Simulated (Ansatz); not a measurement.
Nudged elastic band run: Al8N7

The input (input.yaml):

```yaml
crystal:
  lattice:
    - [-3.111, -5.38841, 0.0]
    - [4.6665, -2.694205, 0.0]
    - [0.0, 0.0, 4.978]
  atoms:
    - { symbol: Al, position: [0.50254366, 0.33989185, -0.01359656] }
    - { symbol: Al, position: [0.50041408, 0.67142282, 0.50145351] }
    - { symbol: "N", position: [0.49750248, 0.33918352, 0.3695807] }
    - { symbol: "N", position: [0.50774699, 0.68113978, 0.88536066] }
    - { symbol: Al, position: [0.24809624, 0.83164808, 0.00373641] }
    - { symbol: Al, position: [0.24969372, 0.16693019, 0.49938988] }
    - { symbol: "N", position: [0.24838633, 0.83314486, 0.38558107] }
    - { symbol: "N", position: [0.25493441, 0.16329875, 0.87990356] }
    - { symbol: Al, position: [-0.00340237, 0.30955651, 0.00567159] }
    - { symbol: Al, position: [-0.00065144, 0.66652793, 0.50696505] }
    - { symbol: "N", position: [-0.00538237, 0.33266518, 0.39162834] }
    - { symbol: "N", position: [0.00088531, 0.64806757, 0.88916786] }
    - { symbol: Al, position: [0.76493698, 0.84461589, 0.00587087] }
    - { symbol: Al, position: [0.74058124, 0.1747984, 0.51566289] }
    - { symbol: "N", position: [0.75039982, 0.84159678, 0.39379697] }
magnetization:
  spin_polarized: true
basis:
  ecutwfc: 420.0
kpoints:
  mp_grid: { grid: [2, 2, 2] }
hamiltonian:
  xc: pbe
  dispersion: d3bj
  pseudopotentials: { kind: paw, azcp: { folder: soft_1 } }
scf:
  occupations: { method: fermi_dirac, width: 0.05 }
  lower_state_search: "off"
neb:
  images: 3
  f_tol: 0.05
  initial_path: linear
  max_iterations: 80
  spring: 1.0
  final_atoms:
    - { symbol: Al, position: [0.50985738, 0.32586199, 0.01385949] }
    - { symbol: Al, position: [0.48552934, 0.65607058, 0.50422443] }
    - { symbol: "N", position: [0.75297577, 0.16155657, 0.86787218] }
    - { symbol: "N", position: [0.50007031, 0.65916079, 0.89216038] }
    - { symbol: Al, position: [0.25110818, 0.83424913, 0.00534191] }
    - { symbol: Al, position: [0.25386917, 0.19118655, 0.50387297] }
    - { symbol: "N", position: [0.24958308, 0.85259544, 0.38757676] }
    - { symbol: "N", position: [0.25575728, 0.1680806, 0.88988975] }
    - { symbol: Al, position: [0.00074439, 0.33384505, -0.00230519] }
    - { symbol: Al, position: [0.00227779, 0.66909515, 0.50211272] }
    - { symbol: "N", position: [-0.00450281, 0.33747275, 0.37820061] }
    - { symbol: "N", position: [0.0020882, 0.66761771, 0.88397528] }
    - { symbol: Al, position: [0.75002032, 0.82934042, -0.00022588] }
    - { symbol: Al, position: [0.74791522, 0.16087207, 0.48472453] }
    - { symbol: "N", position: [0.74270648, 0.81966191, 0.38372006] }
  order_check: true
```

Command:

```bash
$ ansatz run input.yaml --threads 1 --pin off --max-ram 3072MiB --backend cpu --events-out ev --progress --plain --runs-dir out
```

Output, in part (warnings, iteration lines):

```
NEB end point (image 0): max|allowed force component| = 8.545e-3 eV/Å (the criterion of neb.relax_end_points is 1.000e-2)
NEB end point (image 4): max|allowed force component| = 7.946e-3 eV/Å (the criterion of neb.relax_end_points is 1.000e-2)
NEB iter   1: max|band force component| = 8.921e1 eV/Å  barrier→ = 28.6147 eV  barrier← = 28.6147 eV  Δτ_max = 0.1875 Å  (53 SCF iters)
NEB iter   2: max|band force component| = 1.929e1 eV/Å  barrier→ = 6.7234 eV  barrier← = 6.7234 eV  Δτ_max = 0.1359 Å  (27 SCF iters)
NEB iter   3: max|band force component| = 1.082e1 eV/Å  barrier→ = 4.4095 eV  barrier← = 4.4095 eV  Δτ_max = 0.1870 Å  (24 SCF iters)
NEB iter   4: max|band force component| = 4.043e0 eV/Å  barrier→ = 2.6069 eV  barrier← = 2.6069 eV  Δτ_max = 0.0599 Å  (26 SCF iters)
NEB iter   5: max|band force component| = 2.504e0 eV/Å  barrier→ = 2.3882 eV  barrier← = 2.3882 eV  Δτ_max = 0.0687 Å  (23 SCF iters)
NEB iter   6: max|band force component| = 1.037e0 eV/Å  barrier→ = 2.1997 eV  barrier← = 2.1997 eV  Δτ_max = 0.0225 Å  (22 SCF iters)
NEB iter   7: max|band force component| = 5.034e-1 eV/Å  barrier→ = 2.1952 eV  barrier← = 2.1952 eV  Δτ_max = 0.0626 Å  (21 SCF iters)
NEB iter   8: max|band force component| = 1.765e0 eV/Å  barrier→ = 2.2312 eV  barrier← = 2.2312 eV  CI = image 2  Δτ_max = 0.1821 Å  (20 SCF iters)
[... lines left out ...]
NEB iter  19: max|band force component| = 3.310e-1 eV/Å  barrier→ = 2.7720 eV  barrier← = 2.7720 eV  CI = image 2  Δτ_max = 0.0217 Å  (20 SCF iters)
NEB iter  20: max|band force component| = 5.743e-2 eV/Å  barrier→ = 2.7710 eV  barrier← = 2.7710 eV  CI = image 2  Δτ_max = 0.0152 Å  (18 SCF iters)
```

The forces met the threshold. The band force fell under the threshold earlier too, but the program's further tests of the path sent the band on. Neighbouring images differ by up to 1.9 eV, so the band resolves the path poorly. By the program's own check the climbing image is a first-order saddle point (lowest curvatures found: -4.00 and 3.16 eV/Å²). Limits of this set-up: coarse k mesh.

Final band (atoms are numbered from 1 in the order of the input):

| image | path coordinate (Å) | energy (eV) | Al2–N3 (Å) | N3–Al6 (Å) | N3–Al9 (Å) |
| --- | --- | --- | --- | --- | --- |
| 0 | 0.00 | 0.00 | 1.91 | 1.91 | 3.60 |
| 1 | 1.14 | 0.85 | 1.91 | 1.88 | 3.69 |
| 2 | 2.27 | 2.77 | 2.78 | 2.08 | 3.11 |
| 3 | 3.04 | 1.43 | 3.22 | 2.86 | 2.40 |
| 4 | 3.82 | 0.00 | 3.63 | 3.60 | 1.91 |

Run time: 4.3 min on 1 thread of AMD EPYC 7R43 64-Core Processor (Zen 3), with other jobs on the host, peak memory 0.68 GiB.
